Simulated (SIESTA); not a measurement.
Cs in SIESTA: convergence with Tolerance

Cs:

```
Cs
1.0
     2.98138   -4.27939    0.11490
     3.00901    4.29861   -0.01089
    -2.47859   -0.07219    4.45791
Cs
1
Direct
  0.00954 0.00592 0.50813
```

The cell isn't the ideal one: cell strained at random at fixed volume.

```yaml
Program: SIESTA 5.4.2
Task: single point
Functional: PBE
Potentials_or_basis: PseudoDojo 0.4 standard (PBE files)
Basis: DZP (energy shift 0.002 Ry; d shell added on Cs)
Grid_cutoff: 500 Ry
Energy_shift: 0.002 Ry
k_mesh: 4 × 4 × 4
Occupations: fermi-dirac, width 0.05 eV
Spin: no spin polarisation
```

These are the settings of the first run; the series varies Tolerance, with any setting tied to it.

Hardware: 1 thread of Arm Neoverse V1, on a shared host.

```csv
Tolerance,"energy less the tightest run, at zero smearing (meV/atom)",SCF cycles,CPU time (s),peak memory (GiB)
0.1,9.23,2,5.2,0.2
0.01,0.00,4,6.2,0.2
0.001,0.00,5,6.7,0.2
0.0001,0.00,7,7.7,0.2
1e-05,0.00,7,7.7,0.2
1e-06,0.00,9,8.8,0.2
```

Against the tightest run, the energy stays within 1 meV/atom from 0.01 on. The tightest run that finished is the yardstick and may itself not be fully converged.

Caveat, for the tightest run too: the basis of atomic orbitals isn't converged, which shifts pressures, moduli and gaps. Spin-orbit coupling is left out, which matters for the levels of Cs.
